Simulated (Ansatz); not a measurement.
## What strain does to SiC (F-43m)

SiC (F-43m) from a database of computed structures, relaxed with r2SCAN in Ansatz 0.2.0. Space group F-43m (No. 216), cubic; conventional cell a = 4.356 Å, 10.33 Å³ an atom. Si has 4 C at 1.89 Å; C has 4 Si at 1.89 Å.

The axes x, y and z are those of this cell:
```xyz
2
Lattice="0.0000 2.1780 2.1780 2.1780 0.0000 2.1780 2.1780 2.1780 0.0000" Properties=species:S:1:pos:R:3 pbc="T T T"
Si    1.0890    1.0890    1.0890
C     0.0000    0.0000    0.0000
```

Unstrained: With PBE the valence top lies at Γ and the conduction bottom at X, 1.358 eV higher; the smallest vertical gap, at X, is 4.547 eV. r2SCAN gives an indirect gap of 1.713 eV, from Γ to X; the least direct gap is 5.048 eV at X. With HSE06 the valence top lies at Γ and the conduction bottom at X, 2.227 eV higher; the smallest vertical gap, at X, is 5.720 eV. Meshes: PBE 10×10×10, r2SCAN 10×10×10, HSE06 8×8×8. Strains are changes of length per length. After each strain the atoms were relaxed again with r2SCAN within the symmetry that the strain leaves, so tilts or polar shifts that break it weren't tested; points keep the names that they have in the unstrained zone. (Simulation; spin polarisation is off.)

Changes of the least gap in eV (an overlap counts as a negative gap):
```csv
strain,volume change (%),space group,PBE,r2SCAN,HSE06,G0W0@PBE (mesh),"energy rise, r2SCAN (meV/atom)"
isotropic -5.11 % on every length,-14.6,F-43m,-0.162,-0.122,-0.113,-0.09,200.3
"biaxial +3.96 % in x and y, z held",+8.1,I-4m2,-0.309,-0.344,-0.349,-0.37,51.0
uniaxial -2.91 % along x,-2.9,I-4m2,-0.335,-0.339,-0.338,-0.33,11.5
uniaxial +3.42 % along y,+3.4,I-4m2,-0.145,-0.160,-0.162,-0.17,15.3
```
Unstrained, G0W0@PBE with 86 empty bands, a screening cutoff of 150 eV and a 6×6×6 mesh gives 2.17 eV on its mesh; the band count follows the volume. G0W0 values are finite-basis, finite-mesh values.

Isotropic -5.11 % on every length. HSE06: the gap goes from 2.227 to 2.114 eV (-0.113 eV). Stress change with r2SCAN, compression positive: xx +48.30, yy +48.30, zz +48.30 GPa. For HSE06, dE_g/d ln V = 0.7 eV over this step.

Biaxial +3.96 % in x and y, z held. HSE06: the gap goes from 2.227 to 1.878 eV (-0.349 eV); with r2SCAN the top three valence levels at Γ, degenerate before, become 1+2 from the top over 253 meV. Stress change with r2SCAN, compression positive: xx -18.53, yy -18.53, zz -8.70 GPa.

Uniaxial -2.91 % along x, other directions held. HSE06: the gap goes from 2.227 to 1.889 eV (-0.338 eV); the X points, equivalent before, split by 285 meV, and the conduction bottom lies at those like (0, 1/2, 1/2); with r2SCAN the top three valence levels at Γ, degenerate before, become 1+2 from the top over 200 meV. Stress change with r2SCAN, compression positive: xx +12.23, yy +4.44, zz +4.44 GPa.

Uniaxial +3.42 % along y, other directions held. HSE06: the gap goes from 2.227 to 2.065 eV (-0.162 eV); with r2SCAN the top three valence levels at Γ, degenerate before, become 2+1 from the top over 249 meV. Stress change with r2SCAN, compression positive: xx -3.92, yy -13.85, zz -3.92 GPa.

The meshes of the hybrids are coarse, so their gaps aren't converged to the digits shown.

The splittings at Γ are without spin-orbit coupling, which regroups them where it is of like size or larger.
